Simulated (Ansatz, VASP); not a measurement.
**Mg in VASP and in Ansatz**

POSCAR

```
Mg
1.0
    3.2093000000      0.0000000000      0.0000000000
   -1.6046500000      2.7793353284      0.0000000000
    0.0000000000      0.0000000000      5.2103000000
Mg
2
Direct
    0.6666666667      0.3333333333      0.7500000000
    0.3333333333      0.6666666667      0.2500000000
```

Contents of INCAR.step1:

```
SYSTEM = Mg
ALGO     = Normal         ! electronic algorithm
EDIFF    = 1E-5           ! SCF threshold, eV
ENCUT    = 520            ! plane-wave cutoff, eV
GGA      = PE             ! functional
ISIF     = 2              ! what is computed and relaxed
ISMEAR   = -1             ! smearing method
LASPH    = .True.         ! aspherical terms in the spheres
LCHARG   = .False.        ! write CHGCAR
LREAL    = .False.        ! projectors in reciprocal space
LWAVE    = .True.         ! write WAVECAR
NELM     = 80             ! most SCF steps
PREC     = Accurate       ! precision mode
SIGMA    = 0.05           ! smearing width, eV
```

File INCAR.step2:

```
SYSTEM = Mg
AEXX     = 0.25           ! exact-exchange fraction
ALGO     = Normal         ! electronic algorithm
EDIFF    = 1E-7           ! SCF threshold, eV
ENCUT    = 520            ! plane-wave cutoff, eV
ISIF     = 2              ! what is computed and relaxed
ISMEAR   = -1             ! smearing method
ISTART   = 1            
LASPH    = .True.         ! aspherical terms in the spheres
LCHARG   = .False.        ! write CHGCAR
LHFCALC  = .True.         ! exact exchange
LMIXTAU  = .True.       
LREAL    = .False.        ! projectors in reciprocal space
LWAVE    = .False.        ! write WAVECAR
METAGGA  = R2SCAN         ! meta-GGA
NELM     = 80             ! most SCF steps
PREC     = Accurate       ! precision mode
PRECFOCK = Normal       
SIGMA    = 0.05           ! smearing width, eV
```

The input KPOINTS:

```
k-points
0
Gamma
  5 5 3
  0 0 0
```

File KPOINTS_OPT:

```
path GMKGALHA,LM,KH
12
line-mode
reciprocal
 0.0000000000  0.0000000000  0.0000000000  G
 0.5000000000  0.0000000000  0.0000000000  M

 0.5000000000  0.0000000000  0.0000000000  M
 0.3333333333  0.3333333333  0.0000000000  K

 0.3333333333  0.3333333333  0.0000000000  K
 0.0000000000  0.0000000000  0.0000000000  G

 0.0000000000  0.0000000000  0.0000000000  G
 0.0000000000  0.0000000000  0.5000000000  A

 0.0000000000  0.0000000000  0.5000000000  A
 0.5000000000  0.0000000000  0.5000000000  L

 0.5000000000  0.0000000000  0.5000000000  L
 0.3333333333  0.3333333333  0.5000000000  H

 0.3333333333  0.3333333333  0.5000000000  H
 0.0000000000  0.0000000000  0.5000000000  A

 0.5000000000  0.0000000000  0.5000000000  L
 0.5000000000  0.0000000000  0.0000000000  M

 0.3333333333  0.3333333333  0.0000000000  K
 0.3333333333  0.3333333333  0.5000000000  H
```

input.yaml

```yaml
crystal:
  lattice:
    - [3.2093, 0.0, 0.0]
    - [-1.60465, 2.7793353284, 0.0]
    - [0.0, 0.0, 5.2103]
  atoms:
    - { symbol: Mg, position: [0.6666666667, 0.3333333333, 0.75] }
    - { symbol: Mg, position: [0.3333333333, 0.6666666667, 0.25] }
hamiltonian:
  xc: r2scan0
  pseudopotentials: { kind: paw }
kpoints:
  mp_grid: { grid: [5, 5, 3] }
scf:
  occupations: { method: fermi_dirac, width: 0.05 }
output:
  forces: true
  stress: true
  eigenvalues: true
```

Alike in both runs: functional r2SCAN0; k mesh 5 × 5 × 3; occupations fermi-dirac, width 0.05 eV; no spin polarisation.

|  | VASP | Ansatz |
| --- | --- | --- |
| version | VASP 6.6.1 | Ansatz 0.2.0 |
| potentials or method | VASP PAW PBE potentials, release 64 (Mg) | Ansatz PAW |
| plane-wave cutoff (eV) | 520 | 500 |
| valence electrons in the cell | 4 | 20 |
| task | band structure | single point |

VASP gave:

| Property | Result |
| --- | --- |
| gap on the k mesh at the Fermi level (eV) | none |
| pressure (GPa) | -1.2 |
| largest component of the traceless stress (GPa) | 0.55 |

Question: What did Ansatz give for the same quantities?

Answer: gap on the k mesh at the Fermi level (eV): none; pressure (GPa): -0.9; largest component of the traceless stress (GPa): 0.58.

A gap of «none» marks a metal or a gap that the smearing closes. The two sets of potentials don't hold the same shells in valence.

Caveats: the k mesh is coarse (spacing up to 0.45 Å⁻¹), so the values aren't converged, least of all with exact exchange; an unscreened hybrid on a path of extra k points without a Coulomb cutoff has errors near the mesh points, so the bands along the path aren't reliable (VASP); the PAW data sets were made with another functional, which shifts forces and pressure a little (VASP); the PAW data sets come from PBE, with cores solved anew for the run's functional, which leaves a small shift of forces and pressure (Ansatz); the thresholds are loose for stress (Ansatz).
